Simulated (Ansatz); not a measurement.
# 2H-WS2 monolayer in a perpendicular field, part 3 of 3

What dipole does a perpendicular field induce in the 2H-WS2 monolayer, and does the gap follow? A positive field points along +c.

Ansatz 0.2.0; plane-wave DFT, PBE-D3(BJ), Ansatz PAW (set soft_1); PAW set soft_1.

So far, gap on the k-mesh (eV): 1.92 in steps 2, 3 and 4.

### 5. Atoms held, field -0.1 V/Å

File input.yaml:

```yaml
crystal:
  lattice:
    - [3.159505246, 0.0, 0.0]
    - [-1.579752623, 2.7362118064, 0.0]
    - [0.0, 0.0, 21.1521481195]
  atoms:
    - { symbol: S, position: [0.3333333333, 0.6666666667, 0.4254886997] }
    - { symbol: W, position: [0.0, 0.0, 0.5] }
    - { symbol: S, position: [0.3333333333, 0.6666666667, 0.5745113003] }
kpoints:
  mp_grid: { grid: [18, 18, 1] }
  band_path:
    path: [[0, 0, 0], [0.5, 0, 0], [0.33333333, 0.33333333, 0], [0, 0, 0]]
    npoints: 16
hamiltonian:
  xc: pbe
  dispersion: d3bj
  pseudopotentials: { kind: paw, azcp: { folder: soft_1 } }
scf:
  occupations: { method: fermi_dirac, width: 0.02585 }
  convergence: { dr2_threshold: 1.0e-10 }
efield:
  axis: 3
  dipole_correction: true
  ramp_position: 0.9409
  ramp_width: 0.1182
  amplitude: -0.1
output:
  write_potential: true
  write_density: true
  volumetric_format: npy
```

Started as:

```sh
$ ansatz run input.yaml --threads 2 --pin off --max-ram 3072MiB --backend cpu --events-out ev --progress --plain --runs-dir out
```

Numbers of over 12 decimals in the logs are rounded to 6 here.

What it wrote:

```text
[...]
Crystal: 3 atoms, lattice volume = 182.862 Å³
Basis set: ecut = 420 eV, 3515 PW (Γ)
Bands: 17, of which v1, the nominal top of the filled ones, is band 13 counted from 1 (12 counted from 0)
Symmetry: 6 space group operations
k-points: 37 of 324 (time reversal used)
[...]
--- Band table (eV; the first three rows and the last of 37) ---
  k-point 0: bands = [... 9 lower, -3.0119, -2.3849, -2.3849, -0.9494, 2.1224, 2.1224, 2.2544, 2.2544]
  k-point 1: bands = [... 9 lower, -3.2029, -2.4705, -2.2850, -0.9689, 2.0658, 2.1079, 2.2041, 2.2245]
  k-point 2: bands = [... 9 lower, -3.4306, -2.6967, -2.1917, -1.0494, 1.7932, 1.9888, 2.0805, 2.4867]
  k-point 36: bands = [... 9 lower, -4.7139, -4.1060, -3.2475, -0.8171, 1.1033, 2.4768, 3.2559, 4.8244]
[key lines of the parts left out:]
SCF converged after 14 iterations
Free energy (F): -12193.457923 eV
Fermi energy:    0.141380 eV
Dipole field:    D = -0.024172 V/Å  (p = -0.024427 e·Å, saw-weighted, corrected)
```

Run time: 9.1 s. Hardware: 2 threads of Arm Neoverse V2, shared host; peak memory 0.41 GiB; 18 s of CPU time.

The dipole is -0.0244 e·Å, and the gap 1.920 eV.

### 6. Response, atoms held

This step: plane-wave DFT, PBE-D3(BJ), Ansatz PAW (set soft_1); response to a field along the normal, atoms held; PAW set soft_1 (Ansatz 0.2.0).

The dipoles give the slope, and the difference of two potentials shows where the field is screened.

This step gave:

| Quantity | Value |
| --- | --- |
| equivalent conductor thickness p/(ε₀AE) | 5.113 Å |
| distance between the outer atoms | 3.152 Å |

Table of dipole of the cell by applied field:

```
applied field (V/Å)  dipole of the cell (e·Å)
            -0.1000                   -0.0244
             0.0000                    9.1e-7
             0.1000                    0.0244
```

Local field over the applied field, running mean. From the potentials at -0.1 and 0.1 V/Å; running mean over 2.5 Å. The local field over applied field by z:

```
z (Å)  local field over applied field
  4.5                           0.999
  5.0                           0.997
  5.5                           0.990
  6.0                           0.971
  6.5                           0.923
  7.0                           0.822
  7.5                           0.669
  8.0                           0.495
  8.5                           0.319
  9.0                           0.176
  9.5                          0.0919
 10.0                          0.0584
 10.5                          0.0435
 11.0                          0.0522
 11.5                          0.0781
 12.0                           0.143
 12.5                           0.270
 13.0                           0.440
 13.5                           0.617
 14.0                           0.779
 14.5                           0.899
 15.0                           0.961
 15.5                           0.986
 16.0                           0.995
 16.5                           0.998
 17.0                           1.000
```

Electrons, planar mean, per unit field. Table of induced electron density by z:

```
z (Å)  induced electron density (e/Å³ per V/Å)
 4.11                                   1.8e-6
 4.55                                   5.0e-6
 4.99                                   1.4e-5
 5.43                                   3.7e-5
 5.88                                   9.9e-5
 6.32                                   2.5e-4
 6.76                                   6.2e-4
 7.20                                  0.00141
 7.64                                  0.00277
 8.08                                  0.00365
 8.52                                  0.00191
 8.96                                   1.0e-3
 9.40                                   6.6e-4
 9.84                                  -5.4e-4
10.28                                  -2.7e-4
10.87                                   2.7e-4
11.31                                   5.4e-4
11.75                                  -6.6e-4
12.19                                  -1.0e-3
12.63                                 -0.00191
13.07                                 -0.00365
13.51                                 -0.00277
13.95                                 -0.00141
14.40                                  -6.2e-4
14.84                                  -2.5e-4
15.28                                  -9.9e-5
15.72                                  -3.7e-5
16.16                                  -1.4e-5
16.60                                  -4.9e-6
17.04                                  -1.8e-6
```

The smaller of the gaps on the path and on the k-mesh, counted as 0 under 0.03 eV. The gap stays at 1.92 eV for applied field from -0.1 to 0.1 V/Å.

By hand: between -0.1 and 0.1 V/Å the dipole changes by 0.04886 e·Å, a slope of 0.2443 e·Å²/V. A perfect conductor of thickness t has p = ε₀AEt, so t = 180.95 × 0.2443 / 8.645 = 5.11 Å (e/ε₀ = 180.95 V·Å, A in Å²).

The induced dipole is that of a conductor 5.11 Å thick.

### 7. Outcome

| Quantity | Value |
| --- | --- |
| gap without field | 1.92 eV |
| ionisation energy, upper face | 5.69 eV |
| electron affinity, upper face | 3.76 eV |
| equivalent conductor thickness, atoms held | 5.11 Å |

The induced dipole equals that of a perfect conductor 5.11 Å thick, while the outer atoms lie 3.15 Å apart; an out-of-plane ε follows only once a thickness t is chosen, by 1 − 1/ε = 5.11 Å / t. The gap stays within 0.01 eV of 1.92 eV over the fields run, up to 0.1 V/Å in size. The measured quasiparticle gap below is for a layer on a substrate, whose screening lowers it, so a free-standing Kohn-Sham gap can come near it by a cancelling of errors. Semilocal functionals give gaps that are too small, and excitons are not included. Spin-orbit coupling is left out, which matters for the bands of elements this heavy.

Calculation against experiment:

| quantity | measured | PBE D3(BJ) |
| --- | --- | --- |
| band gap (quasiparticle band gap, monolayer on a substrate) (eV) | 2.4 | 1.92 (-0.48 eV) |

Measured values from arxiv:1903.10400 (2019).

Verdict: The band gap is off by -0.48 eV. Local and semilocal functionals usually give gaps below the measured ones. Spin-orbit coupling, left out here, can change the gap with such heavy elements. Zero-point and thermal motion shift the measured gap.

[Logs are printed without paths, hosts, clocks, repeated set-up lines and the standing remarks that a program may print on its own settings, such as how far it seeks lower states.]

[Hosts, paths, dates, database ids (printed as entryN), source tags and the programs' standing remarks are cut or masked in the printed files.]

[Maps of the electrostatic potential energy from Ansatz leave out the sawtooth potential of an applied field or a dipole correction, so their vacuum need not be flat; planar profiles and work functions include it.]
